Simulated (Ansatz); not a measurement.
Crystal: TePt.

```
CELL_PARAMETERS angstrom
3.95488 0.00000 0.00000
-1.97744 3.42502 0.00000
0.00000 0.00000 3.85976
ATOMIC_POSITIONS crystal
Pt 0.00000 0.00000 0.00000
Te 0.66667 0.33333 0.50000
```

Measurements of this composition are mostly on another form, of space group No. 166.

Alike in all runs: program Ansatz 0.2.0; functional LDA; potentials or basis Ansatz PAW; cutoff 420 eV (not typed: the program's choice for these potentials); k mesh 6 × 6 × 5; occupations gaussian, width 0.05 eV; hubbard terms Pt d U = 7 eV.

Starts and where they ended:

```csv
start,free energy over the lowest (meV/atom),net moment (μB),site or absolute moments (μB),gap
"collinear spin, program default start",0.0,0.00,-,none (metal or under the smearing width)
"collinear spin, ferromagnetic start of up to 0.5 μB",0.0,0.00,absolute 0.00,none (metal or under the smearing width)
"collinear spin, ferromagnetic start of up to 2 μB; fixed moment 2",589.9,2.00,Pt +0.72; Te +0.77,-
```

Runs with fixed or held moments lie higher by the price of the constraint. A still lower state may exist.

Caveats: the magnetic or orbital state may not be the lowest; the cell is far from rest, so the order of the states can change on relaxing; the U is typed as a test and isn't derived for this compound; the starting moments weren't kept (some runs); the total moment is fixed, so each spin has its own Fermi level (some runs).
